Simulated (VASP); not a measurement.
Crystal: Te2Mo.

```xyz
12
Lattice="6.3300 0.0000 0.0000 0.0000 3.4690 0.0000 -0.9468 0.0000 13.8276" Properties=species:S:1:pos:R:3 pbc="T T T"
Te    3.1917    2.6018    4.8618
Te    2.1916    0.8672    8.9658
Te    3.6282    0.8672    1.4450
Te    1.7550    2.6018   12.3826
Te    0.4733    2.6018    2.0548
Te    4.9099    0.8672   11.7728
Te   -0.0181    0.8672    5.4688
Te    5.4013    2.6018    8.3588
Mo    1.5339    2.6018    7.0051
Mo    3.8493    0.8672    6.8225
Mo    1.1533    0.8672    0.1023
Mo    4.2299    2.6018   13.7253
```

| Quantity | Value |
| --- | --- |
| Program | VASP 6.6.1 |
| Task | relaxation of cell and atoms |
| Functional | PBEsol |
| Potentials or basis | VASP PAW PBE potentials, release 64 (Te, Mo_sv) |
| Cutoff | 600 eV |
| k mesh | 4 × 8 × 2 |
| Occupations | gaussian, width 0.03 eV |
| Spin | no spin polarisation |

At the start: pressure -1.5 GPa; volume 25.30 Å³/atom.

Question: Where does the relaxation end?

Answer: Over 36 steps the energy falls by 2.8 meV/atom and the volume is 24.70 Å³/atom (-2.4 %); space group P2_1/m (No. 11, to 0.05 Å).

Step by step:
| step | energy change (eV) | largest force (eV/Å) | pressure (GPa) | volume (Å³) |
| --- | --- | --- | --- | --- |
| 1 | 0.0000 | 0.2002 | -1.46 | 303.64 |
| 2 | 0.0377 | 0.5674 | 2.60 | 293.64 |
| 3 | -0.0197 | 0.1160 | 0.02 | 299.90 |
| 4 | -0.0237 | 0.0755 | -0.01 | 299.68 |
| 5 | -0.0258 | 0.1583 | -0.05 | 299.18 |
| 6 | -0.0263 | 0.1081 | -0.04 | 299.33 |
| 7 | -0.0280 | 0.0291 | 0.02 | 298.85 |
| 8 | -0.0280 | 0.0291 | 0.02 | 298.85 |
| 9 | -0.0285 | 0.0248 | -0.07 | 298.91 |
| 10 | -0.0285 | 0.0268 | -0.10 | 298.94 |
| 11 | -0.0288 | 0.0355 | 0.00 | 298.54 |
| 12 | -0.0288 | 0.0438 | 0.04 | 298.37 |
| 13 | -0.0292 | 0.0347 | 0.02 | 298.26 |
| 14 | -0.0297 | 0.0536 | -0.06 | 298.00 |
| 15 | -0.0299 | 0.0488 | -0.06 | 297.85 |
| 16 | -0.0306 | 0.0445 | -0.05 | 297.38 |
| 17 | -0.0313 | 0.0689 | 0.00 | 296.43 |
| 18 | -0.0320 | 0.0356 | -0.01 | 296.15 |
| 19 | -0.0320 | 0.0892 | -0.02 | 295.55 |
| 20 | -0.0323 | 0.0419 | 0.00 | 295.86 |
| 21 | -0.0325 | 0.0263 | 0.02 | 295.79 |
| 22 | -0.0327 | 0.0213 | 0.06 | 295.65 |
| 23 | -0.0328 | 0.0205 | -0.04 | 295.91 |
| 24 | -0.0328 | 0.0197 | -0.05 | 295.87 |
| 25 | -0.0328 | 0.0191 | -0.04 | 295.84 |
| 26 | -0.0329 | 0.0113 | 0.03 | 295.76 |
| 27 | -0.0329 | 0.0123 | 0.03 | 295.75 |
| 28 | -0.0330 | 0.0152 | 0.02 | 295.86 |
| 29 | -0.0330 | 0.0193 | -0.01 | 296.02 |
| 30 | -0.0331 | 0.0139 | -0.01 | 296.09 |
| 31 | -0.0332 | 0.0186 | 0.00 | 296.20 |
| 32 | -0.0333 | 0.0121 | -0.02 | 296.28 |
| 33 | -0.0333 | 0.0184 | -0.04 | 296.42 |
| 34 | -0.0334 | 0.0139 | -0.01 | 296.39 |
| 35 | -0.0334 | 0.0108 | 0.03 | 296.33 |
| 36 | -0.0335 | 0.0087 | 0.02 | 296.41 |

Final structure:
```cif
data_structure
_symmetry_space_group_name_H-M 'P 1'
_symmetry_Int_Tables_number 1
_cell_length_a 6.3322
_cell_length_b 3.4563
_cell_length_c 13.5647
_cell_angle_alpha 90.000
_cell_angle_beta 93.214
_cell_angle_gamma 90.000
_cell_volume 296.41
loop_
_atom_site_label
_atom_site_type_symbol
_atom_site_fract_x
_atom_site_fract_y
_atom_site_fract_z
_atom_site_occupancy
Te1 Te 0.56036 0.75000 0.34889 1
Te2 Te 0.43964 0.25000 0.65111 1
Te3 Te 0.58436 0.25000 0.10400 1
Te4 Te 0.41564 0.75000 0.89600 1
Te5 Te 0.09260 0.75000 0.15133 1
Te6 Te 0.90740 0.25000 0.84867 1
Te7 Te 0.05774 0.25000 0.39576 1
Te8 Te 0.94226 0.75000 0.60424 1
Mo1 Mo 0.31980 0.75000 0.50653 1
Mo2 Mo 0.68020 0.25000 0.49347 1
Mo3 Mo 0.18210 0.25000 0.00723 1
Mo4 Mo 0.81790 0.75000 0.99277 1
```

Caveat: the PAW data sets were made with another functional, which shifts forces and pressure a little.
